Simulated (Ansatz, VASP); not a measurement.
One calculation of MgO, two programs

The input POSCAR:

```
MgO
1.0
    3.4979607363      0.0000000000      0.0000000000
   -1.7489803681      3.0293229441      0.0000000000
    0.0000000000      0.0000000000      4.1919216369
Mg O
2 2
Direct
    0.6666666667      0.3333333333      0.7500000000
    0.3333333333      0.6666666667      0.2500000000
    0.6666666667      0.3333333333      0.2500000000
    0.3333333333      0.6666666667      0.7500000000
```

INCAR.step1

```
  PREC = Accurate
  ENCUT = 520
  ISMEAR = 0
  SIGMA = 0.01
  LREAL = False
  LASPH = True
  NELM = 80
  NBANDS = 16
  GGA = PE
  ALGO = Normal
  EDIFF = 1E-4
  LWAVE = True
  LCHARG = False
```

File INCAR.step2:

```
  PREC = Accurate
  ENCUT = 520
  EDIFF = 1E-6
  ISMEAR = 0
  SIGMA = 0.01
  LREAL = False
  LASPH = True
  NELM = 80
  ALGO = Normal
  ISIF = 2
  LWAVE = False
  LCHARG = False
  METAGGA = R2SCAN
  LMIXTAU = True
  NBANDS = 16
  ISTART = 1
```

File KPOINTS:

```
Automatic mesh
0
Gamma
  6 6 6
```

Input for Ansatz:

```yaml
crystal:
  lattice:
    - [3.497960736250902, 0.0, 0.0]
    - [-1.748980368125451, 3.0293229441203615, 0.0]
    - [0.0, 0.0, 4.1919216368524745]
  atoms:
    - { symbol: Mg, position: [0.6666666666666666, 0.3333333333333333, 0.75] }
    - { symbol: Mg, position: [0.3333333333333333, 0.6666666666666666, 0.25] }
    - { symbol: O, position: [0.6666666666666666, 0.3333333333333333, 0.25] }
    - { symbol: O, position: [0.3333333333333333, 0.6666666666666666, 0.75] }
basis:
  ecutwfc: 530.0
kpoints:
  mp_grid:
    grid: [6, 6, 6]
hamiltonian:
  xc: r2scan
scf:
  occupations:
    method: fixed
output:
  stress: true
```

Measurements of this composition are mostly on another form, of space group No. 225.

Alike in both runs: task single point; functional r2SCAN; k mesh 6 × 6 × 6; no spin polarisation.

|  | VASP | Ansatz |
| --- | --- | --- |
| version | VASP 6.6.1 | Ansatz 0.2.0 |
| potentials or method | VASP PAW PBE potentials, release 64 (Mg, O) | plane waves, PAW |
| plane-wave cutoff (eV) | 520 | 530 |
| occupations | gaussian, width 0.01 eV | fixed |
| valence electrons in the cell | 16 | 32 |

```csv
,VASP,Ansatz,Ansatz less VASP
pressure (GPa),-2.0,-1.2,+0.80
largest component of the traceless stress (GPa),0.03,0.22,+0.182
```

The two sets of potentials don't hold the same shells in valence.

Caveats: the PAW data sets were made with another functional, which shifts forces and pressure a little (VASP). r2SCAN opens gaps a little over a GGA but as a rule still falls short of measured ones.
